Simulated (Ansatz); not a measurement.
The calculation used DFT, RPBE, plane waves (420 eV) with PAW, scalar-relativistic (Ansatz 0.2.0). The PAW files were generated under PBE, with cores re-solved for the functional.

An element in the omega (AlB2-type) structure gives this curve. The cell is scaled uniformly from the relaxed one, with fractional coordinates and shape fixed. Energies are extrapolated to zero smearing, pressures are those at the given smearing. Magnetic state: spin not included.

```tsv
V (Å³/atom)	E − E₀ (meV/atom)	P (GPa)
14.226	131.2	25.41
14.872	52.3	14.69
15.519	11.5	6.44
16.165	0.0	0.09
16.812	11.0	-4.78
17.459	39.1	-8.49
18.105	80.3	-11.28
```

Problem. Which element is it?
A. palladium
B. aluminium
C. titanium
D. silicon

Solution. A. Its fit is V₀ = 16.15 Å³/atom, B₀ = 139 GPa, B₀′ = 5.6.
